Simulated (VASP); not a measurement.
# KF (F-43m) in VASP: a series of runs

Runs on KF. Level: PBE. Tasks: relaxation of cell and atoms.

Everything below comes from runs of VASP 6.6.1. Logs are shortened: lines on timing, memory, paths and dates and some standing lists are left out, and cuts for length are marked.

### 1 The crystal as given

Symmetry: F-43m, No. 216, cubic system. Conventional cell: a = 5.953 Å, b = 5.953 Å, c = 5.953 Å, α = 90.00°, β = 90.00°, γ = 90.00°. Around K (site symmetry -43m) lie 4 F at 2.58 Å. Around F (site symmetry -43m) lie 4 K at 2.58 Å.

The cell was built by a generator and needn't be a form met in nature.

### 2 Relaxation of cell and atoms, PBE

INCAR

```
SYSTEM = KF
ALGO = Normal
EDIFF = 1E-7
EDIFFG = -0.02
ENCUT = 900
GGA = PE
IBRION = 2
ISIF = 3
ISMEAR = -1
LASPH = .TRUE.
LCHARG = .FALSE.
LREAL = .FALSE.
LWAVE = .FALSE.
NELM = 80
NSW = 60
PREC = Accurate
SIGMA = 0.05
```

KPOINTS

```
k-points
0
G
  8 8 8
  0 0 0
```

POSCAR

```
KF
1.0
    0.0000000000      2.9763500000      2.9763500000
    2.9763500000      0.0000000000      2.9763500000
    2.9763500000      2.9763500000      0.0000000000
K F
1 1
Direct
    0.7500000000      0.7500000000      0.7500000000
    0.5000000000      0.5000000000      0.5000000000
```

Potentials or basis: VASP PAW PBE potentials, release 64 (K_sv, F).

On the command line:

```
> cat potpaw_PBE.64/K_sv/POTCAR potpaw_PBE.64/F/POTCAR > POTCAR
> mpirun -np 1 vasp_std > vasp.out
```

OUTCAR:

```text
SYSTEM = KF
   EDIFF = 1E-7
   EDIFFG = -0.02
   ENCUT = 900
   GGA = PE
   IBRION = 2
   ISIF = 3
   ISMEAR = -1
   LASPH = .TRUE.
   LREAL = .FALSE.
   NELM = 80
   NSW = 60
   PREC = Accurate

 ion  position               nearest neighbor table
   1  0.750  0.750  0.750-   2 2.58   2 2.58   2 2.58   2 2.58
   2  0.500  0.500  0.500-   1 2.58   1 2.58   1 2.58   1 2.58

  LATTYP: Found a face centered cubic cell.
 ALAT       =     5.9527000000

  Lattice vectors:

 A1 = (   0.0000000000,   2.9763500000,   2.9763500000)
 A2 = (   2.9763500000,   0.0000000000,   2.9763500000)
 A3 = (   2.9763500000,   2.9763500000,   0.0000000000)

Analysis of symmetry for initial positions (statically):
=====================================================================
 Subroutine PRICEL returns:
 Original cell was already a primitive cell.

 Routine SETGRP: Setting up the symmetry group for a
 face centered cubic supercell.

 Subroutine GETGRP returns: Found 24 space group operations
 (whereof 24 operations were pure point group operations)
 out of a pool of 48 trial point group operations.

The static configuration has the point symmetry T_d .

Analysis of symmetry for dynamics (positions and initial velocities):
=====================================================================
 Subroutine PRICEL returns:
 Original cell was already a primitive cell.

 Routine SETGRP: Setting up the symmetry group for a
 face centered cubic supercell.

 Subroutine GETGRP returns: Found 24 space group operations
 (whereof 24 operations were pure point group operations)
 out of a pool of 48 trial point group operations.

The dynamic configuration has the point symmetry T_d .

 Subroutine INISYM returns: Found 24 space group operations
 (whereof 24 operations are pure point group operations),
 and found     1 'primitive' translations

----------------------------------------------------------------------------------------

                                     Primitive cell

  volume of cell :      52.7329

  direct lattice vectors                    reciprocal lattice vectors
     0.000000000  2.976350000  2.976350000    -0.167990996  0.167990996  0.167990996
     2.976350000  0.000000000  2.976350000     0.167990996 -0.167990996  0.167990996
     2.976350000  2.976350000  0.000000000     0.167990996  0.167990996 -0.167990996

  length of vectors
     4.209194536  4.209194536  4.209194536     0.290968940  0.290968940  0.290968940

  position of ions in fractional coordinates (direct lattice)
     0.750000000  0.750000000  0.750000000
     0.500000000  0.500000000  0.500000000

  ion indices of the primitive-cell ions
   primitive index   ion index
                 1           1
                 2           2

----------------------------------------------------------------------------------------

 KPOINTS: k-points

Automatic generation of k-mesh.
 Grid dimensions read from file:
 generate k-points for:    8    8    8

 Generating k-lattice:

  Cartesian coordinates                     Fractional coordinates (reciprocal lattice)
    -0.020998874  0.020998874  0.020998874     0.125000000  0.000000000  0.000000000
     0.020998874 -0.020998874  0.020998874     0.000000000  0.125000000  0.000000000
     0.020998874  0.020998874 -0.020998874     0.000000000  0.000000000  0.125000000

  Length of vectors
     0.036371117  0.036371117  0.036371117

  Shift w.r.t. Gamma in fractional coordinates (k-lattice)
     0.000000000  0.000000000  0.000000000

 Subroutine IBZKPT returns following result:
 ===========================================

 Found     29 irreducible k-points:

 Following reciprocal coordinates:
            Coordinates               Weight
  0.000000  0.000000  0.000000      1.000000
  0.125000  0.000000  0.000000      8.000000
  0.250000  0.000000  0.000000      8.000000
  0.375000  0.000000  0.000000      8.000000
  0.500000  0.000000  0.000000      4.000000
  0.125000  0.125000  0.000000      6.000000
[... 16 lines left out ...]
  0.500000  0.250000  0.125000     48.000000
 -0.375000  0.250000  0.125000     24.000000
 [... further k-points ...]
   k-points           NKPTS =     29   k-points in BZ     NKDIM =     29   number of bands    NBANDS=     12
   number of dos      NEDOS =    301   number of ions     NIONS =      2
   total plane-waves  NPLWV =  74088
   dimension x,y,z NGX =    42 NGY =   42 NGZ =   42
   dimension x,y,z NGXF=    84 NGYF=   84 NGZF=   84
   ions per type =               1   1
   NGX,Y,Z   is equivalent  to a cutoff of  16.59, 16.59, 16.59 a.u.
   NGXF,Y,Z  is equivalent  to a cutoff of  33.18, 33.18, 33.18 a.u.
 SYSTEM =  KF
   PREC   = accura    normal or accurate (medium, high low for compatibility)
   ISTART =      0    job   : 0-new  1-cont  2-samecut
   ICHARG =      2    charge: 1-file 2-atom 10-const
   ISPIN  =      1    spin polarized calculation?
   LNONCOLLINEAR =      F non collinear calculations
   LSORBIT =      F    spin-orbit coupling
   LASPH  =      T    aspherical Exc in radial PAW
   ENCUT  =  900.0 eV  66.15 Ry    8.13 a.u.  10.30 10.30 10.30*2*pi/ulx,y,z
   NELM   =     80;   NELMIN=  2; NELMDL= -5     # of ELM steps
   EDIFF  = 0.1E-06   stopping-criterion for ELM
   LREAL  =      F    real-space projection
   EDIFFG = -.2E-01   stopping-criterion for IOM
   NSW    =     60    number of steps for IOM
   IBRION =      2    ionic relax: 0-MD 1-quasi-New 2-CG
   NFREE  =      1    steps in history (QN), initial steepest desc. (CG)
   ISIF   =      3    stress and relaxation
   ISYM   =      2    0-nonsym 1-usesym 2-fastsym
   POTIM  = 0.5000    time-step for ionic-motion
   TEBEG  =    0.0;   TEEND  =   0.0 temperature during run
   PSTRESS=    0.0 pullay stress
   NELECT =      16.0000    total number of electrons
   NUPDOWN=      -1.0000    fix difference up-down
   EMIN   =  10.00;   EMAX   =-10.00  energy-range for DOS
   EFERMI =   0.00;   METHOD = LEGACY
   ISMEAR =    -1;   SIGMA  =   0.05  broadening in eV -4-tet -1-fermi 0-gaus
   EFERMI_NEDOS =   21; number of points for ismear=-14 and -15
   IALGO  =     38    algorithm
   IMIX   =      4    mixing-type and parameters
     AMIX     =   0.40;   BMIX     =  1.00
     AMIX_MAG =   1.60;   BMIX_MAG =  1.00
  volume/ion in A,a.u.               =      26.37       177.93
  Fermi-wavevector in a.u.,A,eV,Ry     =   1.100071  2.078833 16.465183  1.210157
  Thomas-Fermi vector in A             =   2.236476
   LORBIT       =      0    0 simple, 1 ext, 2 COOP (PROOUT), +10 PAW based schemes
   GGA     = PE    functional components
   LHFCALC =     F    Hartree Fock is set to
   AEXX    =    0.0000 exact exchange contribution
   IVDW    =     0    specifies the selected vdW correction
   LEPSILON=     F    determine dielectric tensor
   LRPA    =     F    only Hartree local field effects (RPA)
 conjugate gradient relaxation of ions
 non-spin polarized calculation
  energy-cutoff  :      900.00
  volume of cell :       52.73
 maximum number of plane-waves:      3287
 NGX is ok and might be reduce to    42
   NGX = 21   NGY = 21   NGZ = 21

 number of electron      16.0000001 magnetization

 Free energy of the ion-electron system (eV)
  ---------------------------------------------------
  ext. energy  EPLUGINS =         0.00000000
  ---------------------------------------------------
  free energy    TOTEN  =        -8.13438628 eV

  energy without entropy =       -8.13438628  energy(sigma->0) =       -8.13438628

 E-fermi :  -2.4864     XC(G=0):  -6.8610

 val. band max:       -3.7313147328   @ k =  -0.2500   0.5000   0.2500
 cond. band min:       1.3198062341   @ k =   0.0000   0.0000   0.0000
 fundamental gap:      5.0511209669
 Fermi energy:        -2.4863908310

 k-point     1 :       0.0000    0.0000    0.0000
  band No.  band energies     occupation
      1     -30.0409      2.00000
      2     -22.2319      2.00000
      3     -13.4564      2.00000
      4     -13.4564      2.00000
      5     -13.4564      2.00000
      6      -3.9097      2.00000
      7      -3.9097      2.00000
      8      -3.9097      2.00000
      9       1.3198      0.00000
     10       7.8902      0.00000
     11       7.9568      0.00000
     12       7.9668      0.00000

 k-point     2 :       0.1250    0.0000    0.0000
  band No.  band energies     occupation
      1     -30.0361      2.00000
      2     -22.2415      2.00000
      3     -13.4705      2.00000
      4     -13.4625      2.00000
      5     -13.4625      2.00000
      6      -3.9390      2.00000
      7      -3.8975      2.00000
      8      -3.8975      2.00000
      9       1.6223      0.00000
     10       7.5511      0.00000
     11       7.5511      0.00000
     12       7.6969      0.00000

 k-point     3 :       0.2500    0.0000    0.0000
  band No.  band energies     occupation
      1     -30.0243      2.00000
      2     -22.2649      2.00000
      3     -13.5056      2.00000
      4     -13.4773      2.00000
      5     -13.4773      2.00000
      6      -3.9821      2.00000
      7      -3.8688      2.00000
      8      -3.8688      2.00000
      9       2.4063      0.00000
     10       6.9953      0.00000
     11       7.2506      0.00000
     12       7.2506      0.00000
[... 286 lines left out ...]
 k-point    23 :       0.5000    0.2500    0.1250
  band No.  band energies     occupation
      1     -30.0061      2.00000
      2     -22.3006      2.00000
      3     -13.5942      2.00000
      4     -13.5163      2.00000
      5     -13.4491      2.00000
      6      -3.9992      2.00000
      7      -3.8481      2.00000
      8      -3.8000      2.00000
      9       3.7777      0.00000
     10       5.5510      0.00000
     11       7.0631      0.00000
     12       7.4305      0.00000

 k-point    24 :      -0.3750    0.2500    0.1250
  band No.  band energies     occupation
      1     -30.0021      2.00000
      2     -22.3082      2.00000
      3     -13.6135      2.00000
      4     -13.5231      2.00000
      5     -13.4450      2.00000
      6      -3.9678      2.00000
      7      -3.8669      2.00000
      8      -3.7877      2.00000
      9       4.2329      0.00000
     10       5.2357      0.00000
     11       6.9575      0.00000
     12       7.4149      0.00000

 [... further k-points ...]
[... 5 lines left out ...]
  --------------------------------------------------------------------------------------
  -------------------------------------------------------------------------------------
  Total        0.0361635      0.0361635      0.0361635     -0.0000000      0.0000000      0.0000000
  in kB        1.0987507      1.0987507      1.0987507     -0.0000000      0.0000000      0.0000000
  external PRESSURE =       1.0987507 kB  Pullay stress =       0.0000000 kB

 VOLUME and BASIS-vectors are now :
 -----------------------------------------------------------------------------
  energy-cutoff  :      900.00
  volume of cell :       52.73
      direct lattice vectors                 reciprocal lattice vectors
     0.000000000  2.976350000  2.976350000    -0.167990996  0.167990996  0.167990996
     2.976350000  0.000000000  2.976350000     0.167990996 -0.167990996  0.167990996
     2.976350000  2.976350000  0.000000000     0.167990996  0.167990996 -0.167990996

 POSITION                                       TOTAL-FORCE (eV/Angst)
 -----------------------------------------------------------------------------------
      4.46453      4.46453      4.46453        -0.000000     -0.000000     -0.000000
      2.97635      2.97635      2.97635         0.000000      0.000000      0.000000
 -----------------------------------------------------------------------------------
    total drift:                                0.000000      0.000000      0.000000

  FREE ENERGIE OF THE ION-ELECTRON SYSTEM (eV)
  ---------------------------------------------------
  free  energy   TOTEN  =        -8.1343862833 eV

  energy  without entropy=       -8.1343862833  energy(sigma->0) =       -8.13438628

 reached required accuracy - stopping structural energy minimisation
```

Run time: 55 s. Hardware: 1 thread of Intel Xeon Platinum 8259CL at 2.50GHz (Skylake/Cascade Lake), shared host; peak memory 0.26 GiB.

Results:

```
Free energy             : -8.1344 eV
Pressure after relaxing : 0.1 GPa
Band gap on the k mesh  : 5.05 eV, indirect (least direct gap 5.23 eV)
```

Final structure:
```yaml
crystal:
  lattice:
    - [0.00000, 2.97635, 2.97635]
    - [2.97635, 0.00000, 2.97635]
    - [2.97635, 2.97635, 0.00000]
  atoms:
    - { symbol: K, position: [0.75000, 0.75000, 0.75000] }
    - { symbol: F, position: [0.50000, 0.50000, 0.50000] }
```

Levels at points of the mesh, in eV from the valence-band top:
| k point | band 6 | band 7 | band 8 | band 9 | band 10 | band 11 |
| --- | --- | --- | --- | --- | --- | --- |
| (0.00, 0.00, 0.00) | -0.18 | -0.18 | -0.18 | 5.05 | 11.62 | 11.69 |
| (0.50, 0.00, 0.00) | -0.26 | -0.10 | -0.10 | 7.86 | 9.00 | 10.75 |
| (0.50, 0.50, 0.00) | -0.41 | 0.00 | 0.00 | 8.15 | 8.28 | 12.00 |

Caveat: the relaxation stopped at its first step, so nothing moved. A k mesh can miss the band edges.

### 3 Relaxation of cell and atoms, PBE

INCAR is that of step 2.

KPOINTS is that of step 2.

POSCAR is that of step 2.

Potentials or basis: VASP PAW PBE potentials, release 64 (K_pv, F).

On the command line:

```
> cat potpaw_PBE.64/K_pv/POTCAR potpaw_PBE.64/F/POTCAR > POTCAR
> mpirun -np 1 vasp_std > vasp.out
```

Wall time 83 s (1 thread of Intel Xeon Platinum 8259CL at 2.50GHz (Skylake/Cascade Lake), shared host); peak memory 0.31 GiB.

Results (log left out):

* Free energy: -8.0613 eV
* Relaxed volume: 27.35 Å³/atom
* Relaxed cell: a = 4.261 Å, b = 4.261 Å, c = 4.261 Å, α = 60.00°, β = 60.00°, γ = 60.00°
* Space group after relaxing (to 0.05 Å): F-43m (No. 216)
* Energy gained by relaxing: 2.4 meV/atom
* Ionic steps: 3
* Pressure after relaxing: 0.0 GPa
* Band gap on the k mesh: 4.94 eV, indirect (least direct gap 5.09 eV)

Step by step:
```tsv
step	energy change (eV)	largest force (eV/Å)	pressure (GPa)	volume (Å³)
1	0.0000	0.0000	0.82	52.73
2	-0.0038	0.0000	0.36	53.77
3	-0.0048	0.0000	-0.01	54.69
```

Final structure:
```xyz
2
Lattice="0.0000 3.0128 3.0128 3.0128 0.0000 3.0128 3.0128 3.0128 0.0000" Properties=species:S:1:pos:R:3 pbc="T T T"
K     4.5191    4.5191    4.5191
F     3.0128    3.0128    3.0128
```

Levels at points of the mesh, in eV from the valence-band top:
```csv
k point,band 3,band 4,band 5,band 6,band 7,band 8,band 9,band 10,band 11
"(0.00, 0.00, 0.00)",-9.83,-9.83,-0.15,-0.15,-0.15,4.94,11.57,11.57,11.63
"(0.50, 0.00, 0.00)",-9.86,-9.86,-0.25,-0.08,-0.08,7.73,8.81,10.66,10.66
"(0.50, 0.50, 0.00)",-9.92,-9.85,-0.38,0.00,0.00,8.04,8.17,11.80,12.75
```

A k mesh can miss the band edges. Expect the measured gap to be larger: semilocal functionals such as PBE lack the derivative discontinuity.

### 4 The reference run

An earlier run on the cell as given: functional PBE; potentials or basis VASP PAW PBE potentials, release 64 (K_sv, F); cutoff 520 eV; k mesh 8 × 8 × 8; occupations fermi-dirac, width 0.05 eV; no spin polarisation.

* Pressure: 0.0 GPa
* Band gap on the k mesh: 5.05 eV, indirect (least direct gap 5.22 eV)

### 5 Overview

```tsv
task	potentials or basis	cell	cutoff (eV)	gap on the mesh (eV)	pressure (GPa)
relaxation of cell and atoms	VASP PAW PBE potentials, release 64 (K_sv, F)	relaxed	900	5.05	0.1
relaxation of cell and atoms	VASP PAW PBE potentials, release 64 (K_pv, F)	relaxed	900	4.94	0.0
single point	VASP PAW PBE potentials, release 64 (K_sv, F)	as given	520	5.05	0.0
```

Alike in all rows: level PBE; no spin polarisation; k mesh 8 × 8 × 8; smearing fermi-dirac 0.05 eV.

Caveats: the relaxation stopped at its first step, so nothing moved (some runs).

Absolute energies hang on the potentials; compare differences alone.
